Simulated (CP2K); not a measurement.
## TiSi2 under changes of volume

One of the cells (14.179 Å³/atom); the others are scaled copies at fixed shape and fractional positions:

```
Ti Si
1.0
     6.98595    0.00000    0.00000
    -6.09399    3.41567    0.00000
     0.00000    0.00000    3.56517
Ti Si
2 4
Cartesian
  -4.7452 3.0635 0.8913
  5.6372 0.3522 2.6739
  3.7201 0.8528 0.8913
  -2.8281 2.5628 2.6739
  -0.3159 1.9068 0.8913
  1.2079 1.5089 2.6739
```

The cell comes from a database or a generator and needn't be the stable form of this composition.

| Property | Result |
| --- | --- |
| Program | CP2K 2026.2 |
| Functional | PBEsol |
| Potentials or basis | POTENTIAL_UZH Ti GTH-PBE-q12, Si GTH-PBE-q4; TZVP-MOLOPT-PBE-GTH basis |
| Density cutoff | 6123 eV |
| k mesh | 8 × 8 × 8 |
| Occupations | fermi-dirac, width 0.05 eV |
| Spin | no spin polarisation |

```tsv
volume (Å³/atom)	energy over the lowest point (meV/atom)	pressure (GPa)	largest force (eV/Å)
13.328	?	?	?
13.611	6.96	5.3	0.467
13.895	0.66	1.9	0.385
14.179	0.00	-1.1	0.310
14.462	4.41	-3.8	0.243
14.746	13.27	-6.3	0.181
15.029	26.35	-8.5	0.142
```

What does the run at 13.328 Å³/atom give?

Energy over the lowest point 19.51 meV/atom; pressure 9.0 GPa; largest force 0.558 eV/Å.

Worked out: A Birch-Murnaghan fit of order 3 (a polynomial in V^(-2/3)) to the other rows has its minimum at 14.07 Å³/atom with B0 = V·E''(V) = 147 GPa and B' = 4.1 at fixed shape and positions, which overstates the stiffness. It gives 19.39 meV/atom at 13.328 Å³/atom, against the run's 19.51, and -dE/dV = 8.9 GPa, against 9.0.

Energies are extrapolated to zero smearing.

Caveats: the potentials were made for another functional, which shifts forces and pressure; the basis of atomic orbitals isn't converged, which shifts pressures, moduli and gaps.
